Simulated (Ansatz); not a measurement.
The cell is NaH (started from an entry of an open crystallographic database) with hydrogen sites as listed; cell and atoms were relaxed with r2SCAN. Around Na lie 6 H at 2.40 Å; around H lie 6 Na at 2.40 Å.

Space group Fm-3m (No. 225). a = 4.795 Å, b = 4.795 Å, c = 4.795 Å, α = 90.00°, β = 90.00°, γ = 90.00°
```json
{"atom": "Na", "site": "4a", "symmetry": "m-3m", "x": "0.0000", "y": "0.0000", "z": "0.0000"}
{"atom": "H", "site": "4b", "symmetry": "m-3m", "x": "0.5000", "y": "0.0000", "z": "0.0000"}
```

4 runs of Ansatz on this cell differ in the functional (and in the settings that go with it). Levels are in eV from each run's valence top; v1 is the last filled band, c1 the first empty one.

Run A, mean stress +0.6 GPa (compression positive):
```
point      v2     v1     c1     c2
    Γ  -22.07  -3.68  10.63  15.77
    X  -22.10  -0.18   4.68  10.12
    U  -22.09  -0.12   5.38   6.43
    L  -22.08  -0.87   3.80  10.94
```

Run B, mean stress +0.1 GPa (compression positive):
```
point      v2     v1     c1     c2
    Γ  -24.94  -4.18  13.63  18.47
    X  -24.97  -0.19   6.93  12.59
    U  -24.96  -0.13   7.69   8.87
    L  -24.95  -1.00   6.08  13.67
```

Run C, mean stress 0.0 GPa (compression positive):
```
point      v2     v1     c1     c2
    Γ  -22.77  -3.64  11.63  16.76
    X  -22.80  -0.17   5.22  10.93
    U  -22.79  -0.11   5.95   7.10
    L  -22.78  -0.86   4.40  11.85
```

Run D, mean stress +0.2 GPa (compression positive):
```
point      v2     v1     c1     c2
    Γ  -24.31  -4.07  12.97  17.88
    X  -24.35  -0.19   6.44  12.05
    U  -24.34  -0.12   7.18   8.33
    L  -24.33  -0.98   5.58  13.07
```

Question: Match the runs to PBE, r2SCAN, DDH-PBE0, PBE0.

Answer: A is PBE, B is DDH-PBE0, C is r2SCAN, D is PBE0. In order of the gap: PBE 3.80, r2SCAN 4.40, PBE0 5.58, DDH-PBE0 6.08 eV.

No spin polarisation and no zero-point or thermal motion.

The program warns that its thresholds are loose for a hybrid's stress.

The meshes of the hybrids are coarse, so their gaps aren't converged to the digits shown.
